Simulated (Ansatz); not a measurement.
## Zone-centre phonons of SnSe at 30 GPa: input and output

The calculation used DFT PBEsol, scalar-relativistic, plane waves, PAW in Ansatz 0.2.0.

Launched with:
```bash
ansatz run input.yaml --threads 1 --pin off --max-ram 3072MiB --backend cpu --events-out ev --progress --plain --runs-dir out
```

Input (bare energies are in eV):
```yaml
crystal:
  lattice:
    - [0.0, 2.7001021016, 2.7001021016]
    - [2.7001021016, 0.0, 2.7001021016]
    - [2.7001021016, 2.7001021016, 0.0]
  atoms:
    - { symbol: Sn, position: [0.0, 0.0, 0.0] }
    - { symbol: Se, position: [0.5, 0.5, 0.5] }
basis:
  ecutwfc: 420
kpoints:
  mp_grid: { grid: [12, 12, 12] }
hamiltonian:
  xc: pbesol
scf:
  occupations: { method: gaussian, width: 0.01 }
output:
  eigenvalues: true
phonons:
  method: dfpt
  eigenvectors: true
```

The end of the output:
```
--- Phonons (Γ-DFPT): 2 representative perturbations + reference, on 163 of 1728 k-points (Σ response iterations 6) ---
  k mesh reduced under 8 symmetry operations, with k and −k counted as one. Each operation leaves every solved perturbation unchanged. A smaller set is not used because it would not reduce the number of displacements ...
  ASR residual: 3.413e-5 → 0.000e0 eV/Å²; symmetrization residual: 8.050e-6 eV/Å²
  ASR residual per site (eV/Å²): 3.28e-5 3.41e-5
  Γ frequencies (cm⁻¹): 0.00 0.00 0.00 169.40 169.40 169.40
  non-analytic LO–TO correction: not included (Born effective charges unavailable; polar crystals: no LO–TO splitting at Γ)
```

It took 42 s on 1 thread of Intel(R) Xeon(R) Platinum 8259CL CPU @ 2.50GHz (Skylake/Cascade Lake), with other jobs on the host, peak memory 0.76 GiB.

Without a gap, frequencies and elastic constants depend on the k mesh and the smearing, soft modes and shear constants most. Spin–orbit coupling is left out, which matters for heavy elements. Other phases may be more stable at this pressure. A semilocal functional can close a gap that the real compound has.

This rock-salt form isn't the usual stable structure of the compound at low pressure. The bands only touch here, so at this level the crystal is a zero-gap semiconductor or semimetal, not an ordinary metal; spin–orbit coupling, left out, can open or move such a gap.